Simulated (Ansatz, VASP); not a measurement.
Sc: VASP beside Ansatz

Contents of INCAR:

```
PREC = Accurate
ENCUT = 520
EDIFF = 1E-7
ISMEAR = -1
SIGMA = 0.05
LREAL = F
LASPH = T
NELM = 60
ALGO = Normal
ISIF = 2
LWAVE = F
LCHARG = F
GGA = PE
NBANDS = 12
```

KPOINTS

```
regular mesh
0
Gamma
  10 10 10
```

POSCAR

```
Sc
1.0
   -1.8912941273      1.8912941273      1.6943893030
    1.8912941273     -1.8912941273      1.6943893030
    1.8912941273      1.8912941273     -1.6943893030
Sc
1
Direct
    0.0000000000      0.0000000000      0.0000000000
```

File input.yaml:

```yaml
crystal:
  lattice:
    - [-1.8912941273, 1.8912941273, 1.694389303]
    - [1.8912941273, -1.8912941273, 1.694389303]
    - [1.8912941273, 1.8912941273, -1.694389303]
  atoms:
    - { symbol: Sc, position: [0.0, 0.0, 0.0] }
hamiltonian:
  xc: pbe
  pseudopotentials: { kind: paw }
kpoints:
  mp_grid: { grid: [10, 10, 10] }
scf:
  occupations: { method: fermi_dirac, width: 0.05 }
output:
  forces: true
  stress: true
  eigenvalues: true
```

Change from the starting cell: volume scaled by 0.96.

Alike in both runs: task single point; functional PBE; k mesh 10 × 10 × 10; occupations fermi-dirac, width 0.05 eV; no spin polarisation.

|  | VASP | Ansatz |
| --- | --- | --- |
| version | VASP 6.6.1 | Ansatz 0.2.0 |
| potentials or method | VASP PAW PBE potentials, release 64 (Sc_sv) | Ansatz PAW |
| plane-wave cutoff (eV) | 520 | 420 |
| valence electrons in the cell | 11 | 11 |

|  | VASP | Ansatz | Ansatz less VASP |
| --- | --- | --- | --- |
| gap on the k mesh at the Fermi level (eV) | none | none | - |
| pressure (GPa) | 1.4 | 1.3 | -0.04 |
| largest component of the traceless stress (GPa) | 0.76 | 0.77 | +0.006 |

A gap of «none» marks a metal or a gap that the smearing closes.
